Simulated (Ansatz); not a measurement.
C4H9N can be A, `C=CNCC`, or B, `C1CCNC1`.

Isolated molecules relaxed with PBE0-D4/def2-TZVP in Ansatz; ΔE leaves out vibrations. CCSD(T)/CBS adds triple-zeta CCSD(T) − MP2 to the extrapolated MP2 energy (def2 sets, frozen cores). Functionals use def2-TZVPP. B3LYP here is the variant with VWN-RPA as its local correlation; programs differ in this. One conformer a species, not always the lowest.

Q: Which is lower in electronic energy at CCSD(T)/CBS, and by how much? (Best estimate.)

A: The calculation gave: B, by 11.0 kcal/mol.

Q: Give E(B) − E(A) in kcal/mol with CCSD/def2-TZVPP, CCSD(T)/def2-TZVPP, B3LYP, B3LYP-D4, ωB97M-V, B2PLYP, PBE-D4. (Best estimate.)

A: The calculation gave: CCSD/def2-TZVPP -11.6, CCSD(T)/def2-TZVPP -11.3, B3LYP -4.9, B3LYP-D4 -6.0, ωB97M-V -10.7, B2PLYP -7.6, PBE-D4 -8.7. None reverses the order clearly.

Largest T1 diagnostic: 0.011.

The D4 term adds −1.1 kcal/mol with B3LYP and −0.5 kcal/mol with PBE0; it sums over pairs of atoms, weighted by their polarisabilities, and B3LYP, whose exchange is more repulsive, gets the larger term. In def2-TZVPP, CCSD(T) changes the Hartree–Fock value by −4.1 kcal/mol (the triples alone add +0.3 kcal/mol) and MP2 by −5.5 kcal/mol.
